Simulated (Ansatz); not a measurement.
Given:

BeO:
```cif
data_Be2O2
_chemical_formula_sum 'Be2 O2'
_space_group_name_H-M_alt 'P63mc'
_space_group_IT_number 186
_space_group_name_Hall 'P 6c -2c'
_cell_length_a 2.69286
_cell_length_b 2.69286
_cell_length_c 4.37282
_cell_angle_alpha 90.000
_cell_angle_beta 90.000
_cell_angle_gamma 120.000
loop_
_atom_site_label
_atom_site_type_symbol
_atom_site_symmetry_multiplicity
_atom_site_Wyckoff_symbol
_atom_site_fract_x
_atom_site_fract_y
_atom_site_fract_z
_atom_site_occupancy
Be1 Be 2 b 0.66667 0.33333 0.00015 1
O1 O 2 b 0.66667 0.33333 0.37785 1
```

This is the PBEsol-relaxed structure.

Task: All from the program Ansatz at the PBEsol level (PAW), unless another level is named. Predict the Young's modulus.

Result: 375 GPa.

Task: And the highest zone-centre frequency (without LO–TO term)?

Result: 26.12 THz.

Space group P6_3mc (wurtzite). Symmetry was held in the PBEsol relaxation; of distortions, only those at the zone centre were tested.

Potentials: the later of the program's two PAW sets.
